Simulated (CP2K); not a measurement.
Runs of CP2K 2026.2 on Mg. The structure is hexagonal, space group P6_3/mmc (No. 194). Conventional cell: a = 3.209 Å, b = 3.209 Å, c = 5.210 Å, α = 90.00°, β = 90.00°, γ = 120.00°. Mg (site symmetry -6m2) has 12 Mg at 3.20 to 3.21 Å as nearest neighbours. 

```tsv
level	cutoff of the non-local correlation (Ry)	gap on the mesh (eV)	pressure (GPa)	largest force (eV/Å)
MS2	-	none	0.1	-
PBEsol	-	none	-0.1	-
AM05	-	none	-0.1	-
vdW-DF-cx	300	none	0.8	0.01
LDA	-	none	-1.3	-
HLE16	-	none	(b)	(a)
```

Alike in all rows: task single point; potentials or basis POTENTIAL_UZH Mg GTH-PBE-q10; TZVP-MOLOPT-PBE-GTH basis; no spin polarisation; cell as given; k mesh 10 × 10 × 5; smearing fermi-dirac 0.05 eV.

Task: Fill in the values left out.

Result: (a) 1.09; (b) -7.1.

Caveats: the potentials were made for another functional, which shifts forces and pressure; the basis of atomic orbitals isn't converged, which shifts pressures, moduli and gaps; the potentials were made for a functional far from this one (some runs).

A gap of «none» marks a metal or a gap under the smearing width.

Runs at the PBE level aren't shown here.
